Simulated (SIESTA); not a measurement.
# TiPt3: equation of state with LDA

Crystal: TiPt3.

```
CELL_PARAMETERS angstrom
3.89700 0.00000 0.00000
0.00000 3.89700 0.00000
0.00000 0.00000 3.89700
ATOMIC_POSITIONS crystal
Pt 0.50000 0.50000 0.00000
Pt 0.50000 0.00000 0.50000
Pt 0.00000 0.50000 0.50000
Ti 0.00000 0.00000 0.00000
```

```yaml
Program: SIESTA 5.4.2
Task: equation of state
Functional: LDA
Potentials_or_basis: PseudoDojo 0.4 standard (LDA files)
Basis: DZP (energy shift 0.003 Ry; two zetas on semicore shells)
Grid_cutoff: 800 Ry
Energy_shift: 0.003 Ry
k_mesh: 7 × 7 × 7
Occupations: fermi-dirac, width 0.05 eV
Spin: no spin polarisation
```

```
Equilibrium volume                      : 14.65 Å³/atom
Bulk modulus                            : 291 GPa
Pressure derivative of the bulk modulus : 5.0
```

Energy against volume, from the lowest point:
| volume (Å³/atom) | energy (meV/atom) |
| --- | --- |
| 13.908 | 36.14 |
| 14.204 | 11.63 |
| 14.500 | 0.02 |
| 14.796 | 0.00 |
| 15.091 | 10.28 |
| 15.387 | 29.51 |
| 15.683 | 56.79 |

All runs of the series together: 21 min on 1 thread of Arm Neoverse V1, with other jobs on the host.

Caveat: short orbitals over semicore shells can move pressures by several GPa; the basis of atomic orbitals isn't converged, which shifts pressures, moduli and gaps. The run has no spin-orbit coupling, so splittings on Pt are missing.
